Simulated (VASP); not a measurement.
The system is KI.

```xyz
2
Lattice="0.0000 3.5328 3.5328 3.5328 0.0000 3.5328 3.5328 3.5328 0.0000" Properties=species:S:1:pos:R:3 pbc="T T T"
I     3.5328    3.5328    3.5328
K     0.0000    0.0000    0.0000
```

```yaml
Program: VASP 6.6.1
Task: relaxation of cell and atoms
Functional: RPBE
Potentials_or_basis: VASP PAW PBE potentials, release 64 (I, K_sv)
Cutoff: 600 eV
k_mesh: 7 × 7 × 7
Occupations: fermi-dirac, width 0.05 eV
Spin: no spin polarisation
```

At the start: pressure 1.8 GPa; volume 44.09 Å³/atom.

Problem. Where does the relaxation end?

Solution. Over 7 steps the energy falls by 34.6 meV/atom and the volume is 51.26 Å³/atom (+16.3 %); space group Fm-3m (No. 225, to 0.05 Å).

Step by step:
```csv
step,energy change (eV),largest force (eV/Å),pressure (GPa),volume (Å³)
1,0.0000,0.0000,1.77,88.18
2,-0.0504,0.0000,0.81,94.56
3,-0.0685,0.0000,0.13,101.04
4,-0.0691,0.0000,0.01,102.38
5,-0.0691,0.0000,-0.01,102.68
6,-0.0691,0.0000,-0.01,102.64
7,-0.0691,0.0000,0.00,102.53
```

Final structure:
```cif
data_structure
_symmetry_space_group_name_H-M 'P 1'
_symmetry_Int_Tables_number 1
_cell_length_a 5.2536
_cell_length_b 5.2536
_cell_length_c 5.2536
_cell_angle_alpha 60.000
_cell_angle_beta 60.000
_cell_angle_gamma 60.000
_cell_volume 102.53
loop_
_atom_site_label
_atom_site_type_symbol
_atom_site_fract_x
_atom_site_fract_y
_atom_site_fract_z
_atom_site_occupancy
I1 I 0.50000 0.50000 0.50000 1
K1 K 0.00000 0.00000 0.00000 1
```

Caveat: the volume moved by over 15 % at a fixed basis, so the end points are rough; the PAW data sets were made with another functional, which shifts forces and pressure a little.
